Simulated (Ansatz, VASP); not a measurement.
Two plane-wave programs on CdS

```xyz
4
Lattice="4.1500 0.0000 0.0000 -2.0750 3.5940 0.0000 0.0000 0.0000 6.7370" Properties=species:S:1:pos:R:3 pbc="T T T"
Cd    0.0000    2.3960    0.0000
Cd    2.0750    1.1980    3.3685
S     0.0000    2.3960    2.5264
S     2.0750    1.1980    5.8949
```

Alike in both runs: task relaxation of cell and atoms; functional PBE; k mesh 9 × 9 × 4; occupations gaussian, width 0.02 eV; no spin polarisation.

|  | VASP | Ansatz |
| --- | --- | --- |
| version | VASP 6.6.1 | Ansatz 0.2.0 |
| potentials or method | VASP PAW PBE potentials, release 64 (Cd, S) | scalar-relativistic, plane waves, PAW |
| plane-wave cutoff (eV) | 600 | 420 |
| valence electrons in the cell | 36 | 52 |

VASP gave:

| Property | Result |
| --- | --- |
| gap on the k mesh at the Fermi level, each at its own relaxed structure (eV) | 1.10 |
| relaxed volume (Å³/atom) | 26.17 |
| relaxed cell length with the largest relative difference (Å) | 6.842 |
| energy change over the relaxation (meV/atom) | -8 |

Question: What did Ansatz give for the same quantities?

Answer: gap on the k mesh at the Fermi level, each at its own relaxed structure (eV): 1.11; relaxed volume (Å³/atom): 26.04; relaxed cell length with the largest relative difference (Å): 6.829; energy change over the relaxation (meV/atom): -6.

The two sets of potentials don't hold the same shells in valence.

Expect the measured gap to be larger: semilocal functionals such as PBE lack the derivative discontinuity. PBE usually gives volumes a little too large and moduli too small. Zero-point motion and thermal expansion aren't in these numbers.
